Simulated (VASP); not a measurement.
Here is a VASP 6.6.1 calculation.

File INCAR:

```
ALGO = Fast
EDIFF = 1E-7
ENCUT = 520
GGA = CA
ISIF = 2
ISMEAR = 0
LASPH = True
LCHARG = True
LELF = True
LREAL = False
LVHAR = True
LWAVE = False
NBANDS = 16
NELM = 80
PREC = Accurate
SIGMA = 0.03
```

The input KPOINTS:

```
k-points
0
Gamma
  10 10 10
```

POSCAR

```
AgCl
1.0
    3.4339730000      0.0000000000      0.0000000000
    0.0000000000      3.4339730000      0.0000000000
    0.0000000000      0.0000000000      3.4339730000
Ag Cl
1 1
Direct
    0.0000000000      0.0000000000      0.0000000000
    0.4126376358      0.5000000000      0.5000000000
```

Potentials or basis: VASP PAW LDA potentials, release 64 (Ag, Cl).

Command:

```bash
$ cat potpaw_LDA.64/Ag/POTCAR potpaw_LDA.64/Cl/POTCAR > POTCAR
$ mpirun -np 1 vasp_std > vasp.out
```

(1) What does it give for the band gap on the k mesh?

(2) Estimate the largest force.

(3) Predict the pressure.

Results:

(1) 0.29 eV, indirect (least direct gap 1.60 eV).

(2) 0.089 eV/Å.

(3) -6.4 GPa.
